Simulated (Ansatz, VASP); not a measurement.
## Zn in VASP and in Ansatz

File INCAR:

```
PREC = Accurate
ENCUT = 520
EDIFF = 1E-6
ISMEAR = -1
SIGMA = 0.1
LREAL = False
LASPH = True
NELM = 100
ALGO = Normal
ISIF = 2
LWAVE = False
LCHARG = False
GGA = B5
ALDAX = 1.0
AGGAX = 1.0
AGGAC = 1.0
ALDAC = 0.0
NBANDS = 12
```

The input KPOINTS:

```
regular mesh
0
Gamma
  15 15 15
```

File POSCAR:

```
Zn
1.0
    0.0000000000      2.0038194757      2.0038194757
    2.0038194757      0.0000000000      2.0038194757
    2.0038194757      2.0038194757      0.0000000000
Zn
1
Direct
    0.0000000000      0.0000000000      0.0000000000
```

Input for Ansatz:

```yaml
crystal:
  lattice:
    - [0.0, 2.0038194757, 2.0038194757]
    - [2.0038194757, 0.0, 2.0038194757]
    - [2.0038194757, 2.0038194757, 0.0]
  atoms:
    - { symbol: Zn, position: [0.0, 0.0, 0.0] }
hamiltonian:
  xc: blyp
  pseudopotentials:
    kind: paw
    azcp:
      Zn: "pseudopotentials/Zn.paw.azcp"
basis:
  ecutwfc: 420
  fft_grid_basis: typed
kpoints:
  mp_grid: { grid: [15, 15, 15], shift: [0, 0, 0] }
magnetization:
  spin_polarized: false
scf:
  occupations: { method: fermi_dirac, width: 0.1 }
  lower_state_search: "off"
output:
  stress: true
  write_density: true
  write_potential: true
  elf: true
  volumetric_format: npy
```

Alike in both runs: task single point; functional BLYP; k mesh 15 × 15 × 15; occupations fermi-dirac, width 0.1 eV; no spin polarisation.

|  | VASP | Ansatz |
| --- | --- | --- |
| version | VASP 6.6.1 | Ansatz 0.2.0 |
| potentials or method | VASP PAW PBE potentials, release 64 (Zn) | plane waves (420 eV) with PAW, scalar-relativistic |
| plane-wave cutoff (eV) | 520 | 420 |
| valence electrons in the cell | 12 | 12 |

Ansatz gave:

* pressure (GPa): 2.2

Problem. Estimate VASP's values.

Solution. Pressure (GPa): 2.4.

With one functional, cell and mesh, what is left measures potentials, basis and numerics.

Caveats: the PAW data sets were made with another functional, which shifts forces and pressure a little (VASP).
